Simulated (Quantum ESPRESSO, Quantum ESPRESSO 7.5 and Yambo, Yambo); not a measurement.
**InP (F-43m): G0W0 with and without spin-orbit coupling**

Is the spin-orbit change of the gap of InP (F-43m) the same in DFT and in GW?

Calculated with Quantum ESPRESSO 7.5 and Yambo 5.3.0; PBE and many-body steps on it, plane waves.

The database entry behind the starting cell differs from later determinations by our own check (0.1 to 0.3 % short, probably kX units), so it need not match the best structure at ambient conditions.

### 1. Set-up

It takes space group F-43m (No. 216, cubic). Conventional cell: a = 5.861 Å, b = 5.861 Å, c = 5.861 Å, α = 90.00°, β = 90.00°, γ = 90.00°. In has 4 P at 2.54 Å nearest. P has 4 In at 2.54 Å nearest. Farther neighbours are not listed.

The cell and positions come from the Crystallography Open Database and are kept as given unless a step says otherwise.

### 2. Empty states on the mesh, 4×4×4 mesh, 255 bands

This step: Quantum ESPRESSO 7.5; DFT, PBE, plane waves, norm-conserving pseudopotentials.

The sums over transitions need many empty states on a uniform mesh; this step solves for them.

The input, pw.in:

```
&control
  calculation = 'nscf'
  prefix = 'x'
  outdir = 'o'
  pseudo_dir = 'pseudo'
/
&system
  ibrav = 0
  nat = 2
  ntyp = 2
  ecutwfc = 80.0
  nbnd = 255
  force_symmorphic = .true.
/
&electrons
  conv_thr = 1e-9
  electron_maxstep = 80
  diago_full_acc = .true.
  diago_thr_init = 5e-6
/
ATOMIC_SPECIES
  In 114.82 In.upf
  P 30.974 P.upf
CELL_PARAMETERS angstrom
  -0.0000000000 2.9305000000 2.9305000000
  2.9305000000 -0.0000000000 2.9305000000
  2.9305000000 2.9305000000 -0.0000000000
ATOMIC_POSITIONS crystal
  In 0.0000000000 0.0000000000 0.0000000000
  P 0.2500000000 0.2500000000 0.2500000000
K_POINTS automatic
  4 4 4 0 0 0
```

Started as:

```
$ OMP_NUM_THREADS=1 mpirun -n 4 pw.x -nk 4 -in pw.in > pw.out
```

The program printed:

```text
Program PWSCF v.7.5 starts

     This program is part of the open-source Quantum ESPRESSO suite
     for quantum simulation of materials; please cite
         "P. Giannozzi et al., J. Phys.:Condens. Matter 21 395502 (2009);
         "P. Giannozzi et al., J. Phys.:Condens. Matter 29 465901 (2017);
         "P. Giannozzi et al., J. Chem. Phys. 152 154105 (2020);
     in publications or presentations arising from this work. More details at

     Atomic positions and unit cell read from directory:
     o/x.save/

     Message from routine setup:
[...]
64.6026  66.9414  66.9414  66.9954  67.2391  67.2391  68.3617  69.0360
     [... 20 further rows ...]
   157.4465 157.4465 157.5655 157.5655 157.7421 159.2265 159.7296 159.7296
   160.1254 160.5558 160.5558 160.7458 161.1870 161.1870 161.4021

          k = 0.3536 0.0000 0.0000 (  4088 PWs)   bands (ev):

     [... further k-points ...]

     highest occupied, lowest unoccupied level (ev):     8.3155    9.0235

     XML data file, pseudopotentials, collected wavefunctions

=------------------------------------------------------------------------------=
   JOB DONE.
=------------------------------------------------------------------------------=
```

Run time: 24 s. Hardware: 4 MPI ranks of Arm Neoverse V1, shared host; peak memory 0.61 GiB.

Numbers from this step:

```yaml
gap: 0.7080 eV
k_of_the_valence_top: 0, 0, 0
k_of_the_conduction_bottom: 0, 0, 0
least_direct_gap: 0.7080 eV
k_points_computed: 8
lowest_point_of_the_top_converged_band_above_the_valence_top: 150.1243 eV
```

On this mesh the gap is 0.708 eV.

The density comes from a self-consistent run that is not shown.

### 3. Conversion and set-up

This step: Yambo 5.3.0; conversion and set-up on PBE, plane waves, norm-conserving pseudopotentials.

The states are converted to the many-body program's format and the q mesh is built.

Started as:

```
$ (cd o/x.save; p2y > p2y.log; mv SAVE ../..); yambo > setup.log
```

The program printed:

```text
 Yambo, version 5.3.0

 [02] CORE Variables Setup
 =========================

  [02.01] Unit cells
  ==================

  Cell kind             :  FCC
  Atoms in the cell     :  In  P
  number of In atoms    :  1
  number of P  atoms    :  1

  List of atomic masses
  Mass of In    :  114.8200
  Mass of P     :  30.97400

  List of atomic coordinates    : [cc]
  In1       :  0.000000  0.000000  0.000000  order 1
  P1       :  2.768921  2.768921  2.768921  order 2

  Alat factors          :  5.537842  5.537842  5.537842 [a.u.]
  Direct lattice volume :  339.6658 [a.u.]
[...]
==========================================

 IBZ Q-points                                      :   8
 BZ  Q-points                                      :   64

 K/Q-points units:
 rlu = crystal or reduced units; cc = cartesian coordinates; iku = interal k-units

 Q [1]          [rlu]:  0.000000  0.000000  0.000000
 Q [2]          [rlu]:  0.54193E-16  0.26437E-16  0.25000
 Q [3]          [rlu]: -0.10839E-15 -0.52875E-16 -0.50000
[...]
Q [7]          [rlu]: -0.17475E-18 -0.50000     -0.50000
 Q [8]          [rlu]:  0.250000 -0.500000 -0.250000

  [03.01] X indexes
  =================

   [03.01.01] Sigma indexes
   ========================

 [06] Game Over & Game summary
```

The job ended after 2.7 s (1 MPI rank; peak memory 0.25 GiB).

### 4. Scalar-relativistic

G0W0 replaces the xc potential by the self-energy, built once from these orbitals. Only a window of levels is corrected, while the sums run over the empty bands that the input names.

This step: G0W0 on PBE, plane waves, norm-conserving pseudopotentials.

The input, gw1.in:

```
HF_and_locXC
gw0
dyson
ppa
em1d
rim_cut
RandQpts= 1000000
RandGvec= 1 RL
EXXRLvcs= 80 Ry
VXCRLvcs= 320 Ry
Chimod= "HARTREE"
% BndsRnXp
 1 | 255 |
%
NGsBlkXp= 17 Ry
% LongDrXp
 1 | 1 | 1 |
%
% GbndRnge
 1 | 255 |
%
DysSolver= "n"
ExtendOut
PPAPntXp= 27.21138 eV
% QPkrange
 1 | 1 | 12 | 15 |
%
```

Started as:

```
$ OMP_NUM_THREADS=1 mpirun -n 4 yambo -F gw1.in -J gw1 -C gw1 > gw1.log
```

The program printed:

```text
 Yambo, version 5.3.0

 [02] CORE Variables Setup
 =========================

  [... cell, symmetries and grids as in the set-up ...]

  [02.05] Energies & Occupations
  ==============================

  [X] === General ===
  [X] Electronic Temperature                        :  0.000000  0.000000 [eV K]
  [X] Bosonic    Temperature                        :  0.000000  0.000000 [eV K]
  [X] Finite Temperature mode                       : no
  [X] El. density                                   :  0.51656E+24 [cm-3]
  [X] Fermi Level                                   :  8.315509 [eV]

  [X] === Gaps and Widths ===
  [X] Conduction Band Min                           :  0.707977 [eV]
  [X] Valence Band Max                              :  0.000000 [eV]
  [X] Filled Bands                                  :  13
  [X] Empty Bands                                   :   14  255
  [X] Direct Gap                                    :  0.707977 [eV]
  [X] Direct Gap localized at k                     :  1
  [X] Indirect Gap                                  :  0.707977 [eV]
  [X] Indirect Gap between kpts                     :  1  1
  [X] Last valence band width                       :  2.910393 [eV]
  [X] 1st conduction band width                     :  3.584950 [eV]

 [03] Transferred momenta grid and indexing
 ==========================================

 IBZ Q-points                                      :   8
 BZ  Q-points                                      :   64

 K/Q-points units:
 rlu = crystal or reduced units; cc = cartesian coordinates; iku = interal k-units

 Q [1]          [rlu]:  0.000000  0.000000  0.000000
 Q [2]          [rlu]:  0.54193E-16  0.26437E-16  0.25000
 Q [3]          [rlu]: -0.10839E-15 -0.52875E-16 -0.50000
 Q [4]          [rlu]:  0.87374E-19  0.25000      0.25000
 Q [5]          [rlu]:  0.23853E-16  0.25000      0.50000
 Q [6]          [rlu]:  0.44978E-16  0.25000     -0.25000
 Q [7]          [rlu]: -0.17475E-18 -0.50000     -0.50000
 Q [8]          [rlu]:  0.250000 -0.500000 -0.250000

 [04] Coloumb potential Random Integration (RIM)
 ===============================================

  [04.01] RIM initialization
  ==========================

  * Diagonal components only detected *

  8 x (sBL volume)        :  0.091285 [a.u.]
  sBZ random points       :  1000000
  Points outside the sBZ  :   7999624
  RL volume               :  0.730277 [a.u.]
  Integrated volume       :  0.730312 [a.u.]

  [04.02] RIM integrals
  =====================

  Gamma point sphere radius             :  0.081674 [a.u.]
  Points outside the sphere             :   799635
  [Int_sBZ(q=0) 1/q^2]*(Vol_sBZ)^(-1/3) =:  7.763403
                                 should be <:  7.795600

  Summary of Coulomb integrals for non-metallic bands |Q|[au] RIM/Bare

  Q [1] 0.100000E-4 0.995870 * Q [2] 0.245646 1.064378
  Q [4] 0.283648 1.062979 * Q [6] 0.401138 1.025806
  Q [5] 0.470377 1.018843 * Q [3] 0.491292 1.016674
  Q [7] 0.567295 1.013309 * Q [8] 0.634256 1.010147

 [05] Dipoles
 ============

  [05.01] Setup: observables and procedures
  =========================================

 [06] Dynamic Dielectric Matrix (PPA)
 ====================================

 [WR./gw1//ndb.pp]---------------------------------------------------------------
  Brillouin Zone Q/K grids (IBZ/BZ)                :    8   64    8   64
  RL vectors                                       :   5029 [WF]
  Coulomb cutoff potential                         : none
  Electronic Temperature                           :  0.000000 [K]
  Bosonic    Temperature                           :  0.000000 [K]
  PPA    diel. fun.  energies                      : Perdew, Burke & Ernzerhof(X)+Perdew, Burke & Ernzerhof(C)
  wavefunctions                                    : Perdew, Burke & Ernzerhof(X)+Perdew, Burke & Ernzerhof(C)
  Global Gauge                                     : length
  X matrix size                                    :   459
  X band range                                     :    1  255
  X e/h energy range                               : -1.000000 -1.000000 [eV]
  X Time ordering                                  : R
  X Hxc Kernel                                     : HARTREE
  X Drude frequency                                :  0.000000  0.000000
  X poles                                          :  100.0000 [o/o]
  RL vectors in the sum                            :   5029
  [r,Vnl] included                                 : yes
  Field direction                                  :  0.577350E-5  0.577350E-5  0.577350E-5
  BZ energy Double Grid                            : no
  BZ energy DbGd points                            : 0
  BZ Q point size factor                           : -1.000000
  X Optical Averaged directions                    : none

 [07] Local Exchange-Correlation + Non-Local Fock
 ================================================

 [VXC] Plane waves :   32743
 [EXS] Plane waves :   4279

 QP @ state[ 1 ] K range:  1  1
 QP @ state[ 1 ] b range:  12  15

 [xc] Functional : Perdew, Burke & Ernzerhof(X)+Perdew, Burke & Ernzerhof(C)
 [xc] LIBXC used to calculate xc functional
  PP Number of Atomic Species                      :  2
  NLCC RL compoments                               :   32743
  PP Number of Atomic Species                      :  2
  NLCC RL compoments                               :   32743

 [xc] E_xc :  -18.18792 [Ha]
      E_xc :  -36.37585 [Ry]

  Local XC kind (lXC) : Perdew, Burke & Ernzerhof(X)+Perdew, Burke & Ernzerhof(C)
  Non-Local XC kind (nlXC) : Hartree-Fock

  Corrections @ K [1] :  [eV]
 <12|nlXC|12> = -14.71815  0.10913E-16 <12|lXC|12> = -12.92330  0.11123E-21
 <13|nlXC|13> = -14.71825  0.46700E-17 <13|lXC|13> = -12.92330 -0.56645E-15
 <14|nlXC|14> = -7.794563 -0.36175E-17 <14|lXC|14> = -11.72809  0.37772E-15
 <15|nlXC|15> = -6.368123  0.18255E-17 <15|lXC|15> = -10.79037  0.10226E-19

 [08] Dyson equation: Newton solver
 ==================================

  [08.01] G0W0 (W PPA)
  ====================

  [  GW  ] Bands range     :    1  255
  [GW/PPA] G damping       :  0.100000 [eV]

  QP @ state[ 1 ] K range:  1  1
  QP @ state[ 1 ] b range:  12  15

   Sc/G bands                                       :    1  255
   Sc/G damping                                     :  0.100000 ev
   Sc bands terminator                              : no
   Sx RL components                                 :   4279

   QP @ state[ 1 ] K range                          :  1  1
   QP @ state[ 1 ] b range                          :  12  15
   GF energies kind                                 : Perdew, Burke & Ernzerhof(X)+Perdew, Burke & Ernzerhof(C)
   GF WF`s kind                                     : Perdew, Burke & Ernzerhof(X)+Perdew, Burke & Ernzerhof(C)
   Xs energies kind                                 : Perdew, Burke & Ernzerhof(X)+Perdew, Burke & Ernzerhof(C)
   Xs WF`s kind                                     : Perdew, Burke & Ernzerhof(X)+Perdew, Burke & Ernzerhof(C)

 [11] Game Over & Game summary
```

Wall time 6.7 min (4 MPI ranks); peak memory 2 GiB; 27 min of CPU time.

Numbers from this step:

```yaml
g0w0_gap_on_the_points_computed: 1.409 eV
starting_gap_on_the_mesh: 0.7080 eV
k_of_the_valence_top: 0, 0, 0
k_of_the_conduction_bottom: 0, 0, 0
least_direct_g0w0_gap_on_the_computed_points: 1.409 eV
z_at_the_valence_top: 0.7804
z_at_the_conduction_bottom: 0.7939
```

The gap on the mesh goes from 0.71 eV to 1.41 eV, a correction of +0.70 eV.

### 5. Empty states on the mesh, 4×4×4 mesh, 510 bands

This step: Quantum ESPRESSO 7.5; DFT, PBE with spin-orbit coupling, plane waves, norm-conserving pseudopotentials.

Edit pw.in of step 2 so:

```diff
@@ -11,4 +11,6 @@
   ecutwfc = 80.0
-  nbnd = 255
+  nbnd = 510
   force_symmorphic = .true.
+  noncolin = .true.
+  lspinorb = .true.
 /
```

Started as:

```
$ OMP_NUM_THREADS=1 mpirun -n 4 pw.x -nk 4 -in pw.in > pw.out
```

The program printed:

```text
[banner, memory and clock lines left out]
Program PWSCF v.7.5 starts

     Atomic positions and unit cell read from directory:
     o/x.save/

     Message from routine setup:
     using ibrav=0 with symmetry is DISCOURAGED, use correct ibrav instead

     G-vector sticks info

     bravais-lattice index     =            0
     lattice parameter (alat)  =       7.8317  a.u.
     unit-cell volume          =     339.6658 (a.u.)^3
     number of atoms/cell      =            2
     number of atomic types    =            2
     number of electrons       =        26.00
[...]
162.2872 162.2879 162.6841 162.6841 162.8940 162.8940

          k =-0.3536-0.3536 0.3536 (  4092 PWs)   bands (ev):

  -106.6214-106.6214 -69.7288 -69.7288 -63.0842 -63.0842 -63.0841 -63.0841
[...]
37.6814  37.6814  39.4466  39.4466  39.6342  39.6342  39.9931  39.9931
     [... 52 further rows ...]
   160.1262 160.1262 160.5516 160.5516 160.5642 160.5642 160.7469 160.7469
   161.1706 161.1706 161.2076 161.2076 161.4063 161.4063

          k = 0.3536 0.0000 0.0000 (  4088 PWs)   bands (ev):

     [... further k-points ...]

     highest occupied, lowest unoccupied level (ev):     8.3498    9.0305

     XML data file, pseudopotentials, collected wavefunctions
```

Elapsed: 2.6 min, on 4 MPI ranks; peak memory 1.7 GiB; 11 min of CPU time.

Numbers from this step:

```yaml
gap: 0.6808 eV
k_of_the_valence_top: 0, 0, 0
k_of_the_conduction_bottom: 0, 0, 0
least_direct_gap: 0.6808 eV
k_points_computed: 8
lowest_point_of_the_top_converged_band_above_the_valence_top: 150.0931 eV
```

On this mesh the gap is 0.681 eV.

The density comes from a self-consistent run that is not shown, made with spin-orbit coupling and fully relativistic files.

(Part 1 of 2 ends here.)

[Paths, hosts, dates, memory and timing lines, banners, echoed tables and standing remarks are left out of the program output.]

[Logs are printed without paths, hosts, clocks, repeated set-up lines and the standing remarks that a program may print on its own settings, such as how far it seeks lower states.]

[Runs of the session that timed out or met a known fault of the program may be left out.]

[Hosts, paths, dates, database ids (printed as entryN), source tags and the programs' standing remarks are cut or masked in the printed files.]
